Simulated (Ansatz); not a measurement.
NiO, DFT, PBE, all-electron PAW with datasets made for the crystal, scalar-relativistic (Ansatz 0.2.0), run on 1 thread of Intel(R) Xeon(R) Platinum 8488C (Sapphire Rapids) on a shared host.

The cell is COD entry 4320487, as deposited and not checked against the literature; nothing was relaxed. The listed cell was then made from it by scaling, straining or moving an atom.

Command: `ansatz run input.yaml --threads 1 --pin off --max-ram 3072MiB --backend cpu --events-out ev --progress --plain --runs-dir out`

```yaml
crystal:
  lattice:
    - [0.0, 2.1331362, 2.09131]
    - [2.1331362, 0.0, 2.09131]
    - [2.1331362, 2.1331362, 0.0]
  atoms:
    - { symbol: Ni, position: [0.0, 0.0, 0.0], spin: 1.5 }
    - { symbol: O, position: [0.5, 0.5, 0.5] }
magnetization:
  spin_polarized: true
kpoints:
  mp_grid: { grid: [17, 17, 17] }
scf:
  occupations: { method: fermi_dirac, width: 0.03 }
hamiltonian:
  xc: pbe
  pseudopotentials: { kind: all_electron, datasets: crystal }
output:
  forces: true
  stress: true
  eigenvalues: true
  efg: { contact_densities: true }
```

(1) How large is the problem that the program sets up?

(2) Estimate the wall time and the peak memory.

(3) And the same cell and mesh by PAW (frozen-core files), asked for forces, stress, eigenvalues, efg, on the same hardware?

Results:

(1) 405 irreducible k-points, 339 plane waves at Γ, 17 bands.

(2) 99 s of wall time for 9 SCF iterations, with a peak of 1.5 GiB. Times on shared machines scatter by tens of per cent.

(3) 20 s, peak memory 0.59 GiB.
